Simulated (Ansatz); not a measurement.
NaI in Ansatz: the effect of functional

NaI:

```
I Na
1.0
     0.00000    3.21468    3.21468
     3.21468    0.00000    3.21468
     3.21468    3.21468    0.00000
I Na
1 1
Direct
  0.50000 0.50000 0.50000
  0.00000 0.00000 0.00000
```

The cell isn't the ideal one: volume scaled by 0.98.

Alike in all runs:

- Program: Ansatz 0.2.0
- Task: single point
- Potentials or basis: Ansatz PAW
- k mesh: 7 × 7 × 7
- Occupations: fermi-dirac, width 0.05 eV
- Spin: no spin polarisation

```tsv
functional	cutoff	gap on the mesh (eV)	pressure (GPa)
LDA	420 eV (not typed: the program's choice for these potentials)	?	?
PBEsol	420 eV (not typed: the program's choice for these potentials)	3.56	-0.2
r2SCAN	500 eV (not typed: the program's choice for these potentials)	4.49	0.3
```

Q: What does the run with functional LDA give?

A: gap on the mesh 3.39 eV; pressure -1.4 GPa.

Caveats: odd divisions of the mesh miss points on the zone boundary, where band edges often lie, so the gap on the mesh can be too wide; spin-orbit coupling is left out, which moves the levels of the heavy elements; the PAW data sets come from PBE, with cores solved anew for the run's functional, which leaves a small shift of forces and pressure.

Runs at the PBE level aren't shown here.
